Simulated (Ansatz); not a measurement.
The calculation used DFT PBE, scalar-relativistic, plane waves, PAW (Ansatz 0.2.0). All cells share a 420 eV cutoff and Γ-centred k meshes spaced at most about 0.3 Å⁻¹ (about 0.25 or finer for metals, 2π included). No spin polarisation.

Temperature and zero-point effects are left out.

Question: Which of these relaxed structures of Sn2Se is the lowest in energy?
A. Space group P6/mmm (No. 191), hexagonal, a = 5.005 Å, c = 3.774 Å. Sn has 3 Sn at 2.89 Å, 6 Se at 3.45 Å and 2 Sn at 3.77 Å; Se is surrounded by 12 Sn at 3.45 Å and 2 Se at 3.77 Å.
B. Space group P6/mmm (No. 191), hexagonal, a = 5.606 Å, c = 2.958 Å. Sn has 2 Sn at 2.96 Å, 3 Sn at 3.24 Å and 3 Se at 3.24 Å; Se has 2 Se at 2.96 Å and 6 Sn at 3.24 Å.
C. Space group P4/nmm (No. 129), tetragonal, a = 4.265 Å, c = 9.279 Å. Around Sn on its first site lie 5 Se at 2.87–3.03 Å and 1 Sn at 3.32 Å; Sn on its second site has 4 Sn at 3.06 Å, 1 Se at 3.10 Å and 1 Sn at 3.32 Å; around Se lie 6 Sn at 2.87–3.10 Å.

Answer: C. The next of these, B, lies 244 meV/atom higher. Counting Se atoms around Sn (those within 1.25 times the shortest such distance or 1.15 times the sum of covalent radii; the shortest distance is added where it is long for a bond; a slash parts the counts of unlike sites): C has Sn 1 from 3.1 Å/5; B has Sn 3 from 3.2 Å; A has Sn 6 from 3.5 Å. All come from invented guesses.

Cells relaxed within their symmetry can be saddle points. Some structure types and database cells were kept out of the candidates from the start, so a known form may be missing.
